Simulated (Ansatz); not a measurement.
The reference is BaSnO3 in the cubic perovskite structure (space group Pm-3m, No. 221; a = 4.122 Å). Axes: x, y, z lie along the cube axes.

Method: Ansatz (a first-principles code) PBEsol, no spin-orbit coupling, earlier PAW set.

A first run, uniaxial strain ε_yy = +2.16 %, gives secant values C11 ≈ 250 GPa and C12 ≈ 79 GPa from its stress. A second run applies biaxial strain −0.93 %, plane normal [001], relaxed out of plane.

Q: What does linear elasticity predict for −ε⊥/ε∥ in the second run, and what does the run give?

A: Linear elasticity: 2 C12/C11 = 0.63. The run gives 0.62; any difference comes from nonlinear terms at these strains and numerical noise.

No phonon test of stability was made.
